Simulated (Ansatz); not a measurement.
**CoO: band structure with PBEsol+U**

Crystal: CoO.

```
Co O
1.0
     1.50547    0.86918    2.43993
    -1.50547    0.86918    2.43993
     0.00000   -1.73837    2.43993
Co O
1 1
Direct
  0.00000 0.00000 0.00000
  0.50000 0.50000 0.50000
```

The cell is a database's computed one.

```json
{"Program": "Ansatz 0.2.0", "Task": "band structure", "Functional": "PBEsol", "Potentials or basis": "Ansatz PAW", "Cutoff": "420 eV (not typed: the program's choice for these potentials)", "k mesh": "11 × 11 × 11", "Occupations": "fermi-dirac, width 0.05 eV", "Spin": "collinear spin, ferromagnetic start", "Starting moments": "[2.0, 0.0] μB", "Hubbard terms": "Co d U = 6 eV", "Path": "[[\"G\", \"L\", \"B1\"], [\"B\", \"Z\", \"G\", \"X\"], [\"Q\", \"F\", \"P1\", \"Z\"], [\"L\", \"P\"]]", "Points for each segment of the path": "14", "Hubbard projectors": "ortho-atomic (the default)", "Double counting": "fll (the default)"}
```

| Quantity | Value |
| --- | --- |
| Pressure | 4.9 GPa |
| Band gap on the k mesh | 1.65 eV, indirect (least direct gap 3.25 eV) |
| Band gap along the path | 1.61 eV, indirect (least direct gap 3.25 eV) |
| Net moment | 3.00 μB per cell |
| Absolute moment | 3.00 μB per cell |
| Site moments | Co +2.64; O +0.18 μB |

Stress tensor (GPa, compression positive):
```
5.16 0.00 0.00
0.00 3.47 0.56
0.00 0.56 6.10
```

Levels at the corners of the path, in eV from the valence-band top:
Spin up:
```
point  band 11  band 12  band 13  band 14  band 15  band 16
    Γ    -2.06    -2.01    -1.96     1.61    17.07    18.18
    L    -3.25    -0.08     0.00     5.54    10.14    13.66
   B1    -3.60    -3.37    -2.10     8.66    10.58    10.66
    B    -3.60    -3.37    -2.10     8.66    10.58    10.66
    Z    -3.21    -0.08     0.00     5.47    10.25    13.54
    Γ    -2.06    -2.01    -1.96     1.61    17.07    18.18
    X    -3.98    -3.21    -1.68     7.86    10.22    10.50
    Q    -3.48    -3.18    -1.72     7.91    10.26    10.51
    F    -4.33    -3.36    -3.34     6.24    10.60    11.98
   P1    -3.97    -3.17    -1.68     7.85    10.21    10.51
    Z    -3.21    -0.08     0.00     5.47    10.25    13.54
    L    -3.25    -0.08     0.00     5.54    10.14    13.66
    P    -3.47    -3.14    -1.72     7.91    10.23    10.53
```
Spin down:
```csv
point,band 6,band 7,band 8,band 9,band 10,band 11,band 12,band 13,band 14,band 15
Γ,-3.73,-3.71,-1.69,-1.68,-1.64,2.24,2.54,2.86,2.87,17.22
L,-7.50,-4.61,-3.24,-1.82,-1.29,3.52,4.96,5.07,5.96,10.91
B1,-5.61,-5.02,-4.02,-2.27,-2.23,3.34,3.61,4.13,9.73,11.19
B,-5.61,-5.02,-4.02,-2.27,-2.23,3.34,3.61,4.13,9.73,11.19
Z,-7.48,-4.63,-3.28,-1.79,-1.32,3.54,4.98,5.08,5.90,11.02
Γ,-3.73,-3.71,-1.69,-1.68,-1.64,2.24,2.54,2.86,2.87,17.22
X,-5.62,-4.89,-3.42,-2.73,-2.38,3.33,3.82,4.15,8.85,10.95
Q,-5.74,-5.54,-3.26,-2.49,-1.90,3.21,3.79,4.16,8.86,10.99
F,-5.70,-4.18,-3.03,-2.95,-2.54,3.09,3.40,3.74,7.29,11.07
P1,-5.63,-4.88,-3.47,-2.70,-2.40,3.35,3.82,4.17,8.85,10.93
Z,-7.48,-4.63,-3.28,-1.79,-1.32,3.54,4.98,5.08,5.90,11.02
L,-7.50,-4.61,-3.24,-1.82,-1.29,3.52,4.96,5.07,5.96,10.91
P,-5.74,-5.54,-3.32,-2.44,-1.90,3.20,3.79,4.17,8.86,10.93
```

Eigenvalues of the final occupation matrices:
| site | spin | trace | eigenvalues |
| --- | --- | --- | --- |
| site 1 | 1 | 4.99 | 1.00 1.00 1.00 1.00 1.00 |
| site 1 | 2 | 2.24 | 0.04 0.11 0.11 0.99 0.99 |

Wall time 120 s on 2 threads of Arm Neoverse V2, with other jobs on the host, peak memory 1.5 GiB.

Caveat: the magnetic or orbital state may not be the lowest; the pressure holds a Pulay correction of +0.8 GPa for the finite cutoff; a cell with one magnetic atom can't hold antiferromagnetic order, which such compounds often take; the PAW data sets come from PBE, with cores solved anew for the run's functional, which leaves a small shift of forces and pressure. The state reached can hang on the start; a lower one may exist.
